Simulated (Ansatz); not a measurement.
**Al$_{2}$Cu: opening a crack plane**

Al$_{2}$Cu, Fm-3m, a = 5.726 Å. The structure is a Materials Project entry; whether it is the stable form wasn't checked. Ansatz: PBEsol, PAW, 420 eV, Γ-centred 13×13×5 mesh on 9 atoms, Gaussian smearing 0.15 eV; no spin polarisation. One cut on (111) per cell of 9 atoms is opened rigidly by x, between planes of Al and Al that stand 1.65 Å apart; y is the energy per area (14.199 Å², 1 eV/Å² = 16.02 J/m²).

```tsv
x (Å)	y (J/m²)
0.00	0.000
0.50	0.651
1.00	?
2.00	2.518
3.00	2.856
6.00	2.959
```

Fit the universal binding curve y = W[1 − (1 + x/l) e^(−x/l)] to the other rows, give the peak stress, and predict the missing value.

Least squares gives W = 2.95 J/m² and l = 0.580 Å. The stress dy/dx peaks at x = l with W/(e l) = 18.7 GPa, for rigid faces. The last row already stands above W and still climbs, so W understates the work of separation. At x = 1.00: x/l = 1.724, y = 1.517 J/m². The run gave 1.529 J/m², so the fit is 0.012 J/m² too low, within the rms miss on the fitted rows (0.014 J/m²).

Cost: 7 runs of about 9 core-minutes in all, on Intel Xeon Platinum 8488C (Sapphire Rapids) (shared hosts).